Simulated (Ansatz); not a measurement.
Rocksalt NaCl, relaxed with r2SCAN in Ansatz. It is cubic, Fm-3m (No. 225); a = 5.605 Å in the conventional setting, 22.02 Å³ an atom. Around Na lie 6 Cl at 2.80 Å; around Cl lie 6 Na at 2.80 Å.

The axes x, y and z are those of this cell:
```yaml
crystal:
  lattice:
    - [0.00000, 2.80270, 2.80270]
    - [2.80270, 0.00000, 2.80270]
    - [2.80270, 2.80270, 0.00000]
  atoms:
    - { symbol: Na, position: [0.00000, 0.00000, 0.00000] }
    - { symbol: Cl, position: [0.50000, 0.50000, 0.50000] }
```

Unstrained: With PBE the gap is 5.180 eV and direct, at Γ. With r2SCAN the gap is 5.975 eV and direct, at Γ. The HSE06 gap is direct at Γ: 6.559 eV. Meshes: PBE 8×8×8, r2SCAN 8×8×8, HSE06 6×6×6. Strains are changes of length per length. After each strain the atoms were relaxed again with r2SCAN within the symmetry that the strain leaves, so tilts or polar shifts that break it weren't tested; points keep the names that they have in the unstrained zone. No spin polarisation and no zero-point or thermal motion.

Q: Apply epitaxial +2.0 % in the plane normal to [111], free normal strain -1.54 %. How far does the gap move, against the unstrained cell?

A: PBE: the gap goes from 5.180 to 4.995 eV (-0.185 eV); with r2SCAN the top three valence levels at Γ, degenerate before, become 1+2 from the top over 128 meV. r2SCAN: the gap goes from 5.975 to 5.781 eV (-0.194 eV). HSE06: the gap goes from 6.559 to 6.364 eV (-0.195 eV). The r2SCAN energy rises by 2.5 meV an atom.

Q: For epitaxial +1.0 % in the xy plane, how far does the free direction move, and what happens to the gap?

A: The normal strain at zero normal stress is -0.32 %, 0.32 of the in-plane strain with the sign turned. PBE: the gap goes from 5.180 to 5.111 eV (-0.069 eV); with r2SCAN the top three valence levels at Γ, degenerate before, become 2+1 from the top over 10 meV. r2SCAN: the gap goes from 5.975 to 5.902 eV (-0.073 eV). HSE06: the gap goes from 6.559 to 6.485 eV (-0.074 eV).

Q: One strain changed the r2SCAN stress by xx +1.93, yy +1.93, zz +1.93 GPa (compression positive) and the gap by +0.251 eV (PBE), +0.270 eV (r2SCAN), +0.270 eV (HSE06). Which kind of strain was it, and roughly how large?

A: Isotropic -2.0 % on every length. The pattern of the stress gives the kind; the size needs the stiffness, so it is an estimate.

Q: Estimate what uniaxial +2.0 % along x, other directions held does to the gap.

A: PBE: the gap goes from 5.180 to 5.093 eV (-0.087 eV); with r2SCAN the top three valence levels at Γ, degenerate before, become 1+2 from the top over 14 meV. r2SCAN: the gap goes from 5.975 to 5.883 eV (-0.092 eV). HSE06: the gap goes from 6.559 to 6.465 eV (-0.094 eV). The r2SCAN energy rises by 1.4 meV an atom.

Q: Apply isotropic +5.0 % on every length. How far does the gap move, against the unstrained cell?

A: PBE: the gap goes from 5.180 to 4.655 eV (-0.525 eV). r2SCAN: the gap goes from 5.975 to 5.415 eV (-0.560 eV). HSE06: the gap goes from 6.559 to 5.992 eV (-0.567 eV). The r2SCAN energy rises by 34.9 meV an atom.

The meshes of the hybrids are coarse, so their gaps aren't converged to the digits shown.

The splittings at Γ are without spin-orbit coupling, which regroups them where it is of like size or larger.
